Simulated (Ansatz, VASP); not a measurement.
Two plane-wave programs on H

INCAR

```
PREC = Accurate
ENCUT = 520
EDIFF = 1E-6
ISMEAR = 0
SIGMA = 0.1
LREAL = False
LASPH = True
NELM = 100
ALGO = Fast
ISIF = 2
LWAVE = False
LCHARG = False
GGA = PS
NBANDS = 10
```

The input KPOINTS:

```
Automatic mesh
0
Gamma
  6 6 4
```

The input POSCAR:

```
H
1.0
    2.6234813799     -2.5669048168      0.0000000000
    2.6234813799      2.5669048168      0.0000000000
    0.0000000000      0.0000000000      4.1418180000
H
4
Direct
    0.9532956300      0.0467043700      0.0685088900
    0.4532956300      0.5467043700      0.4314911100
    0.5467043700      0.4532956300      0.5685088900
    0.0467043700      0.9532956300      0.9314911100
```

Input for Ansatz:

```yaml
crystal:
  lattice:
    - [2.6234813799, -2.5669048168, 0.0]
    - [2.6234813799, 2.5669048168, 0.0]
    - [0.0, 0.0, 4.141818]
  atoms:
    - { symbol: H, position: [0.95329563, 0.04670437, 0.06850889] }
    - { symbol: H, position: [0.45329563, 0.54670437, 0.43149111] }
    - { symbol: H, position: [0.54670437, 0.45329563, 0.56850889] }
    - { symbol: H, position: [0.04670437, 0.95329563, 0.93149111] }
basis:
  ecutwfc: 420
kpoints:
  mp_grid: { grid: [6, 6, 4] }
hamiltonian:
  xc: pbesol
scf:
  occupations: { method: gaussian, width: 0.1 }
output:
  forces: true
  stress: true
  eigenvalues: true
```

Alike in both runs: task single point; functional PBEsol; k mesh 6 × 6 × 4; occupations gaussian, width 0.1 eV; no spin polarisation.

|  | VASP | Ansatz |
| --- | --- | --- |
| version | VASP 6.6.1 | Ansatz 0.2.0 |
| potentials or method | VASP PAW PBE potentials, release 64 (H) | scalar-relativistic, plane waves, PAW |
| plane-wave cutoff (eV) | 520 | 420 |
| valence electrons in the cell | 4 | 4 |

Ansatz gave:

| Property | Result |
| --- | --- |
| gap on the k mesh at the Fermi level (eV) | 9.14 |
| least direct gap on the mesh (eV) | 9.77 |
| pressure (GPa) | 0.8 |
| largest component of the traceless stress (GPa) | 0.80 |
| rms of the force components (eV/Å) | 0.331 |

Task: What did VASP give for the same quantities?

Result: gap on the k mesh at the Fermi level (eV): 9.14; least direct gap on the mesh (eV): 9.76; pressure (GPa): 0.7; largest component of the traceless stress (GPa): 0.79; rms of the force components (eV/Å): 0.331.

Atom by atom the forces differ by 0.000 eV/Å (rms over components). With one functional, cell and mesh, what is left measures potentials, basis and numerics.

Caveats: the PAW data sets were made with another functional, which shifts forces and pressure a little (VASP). A k mesh can miss the band edges.
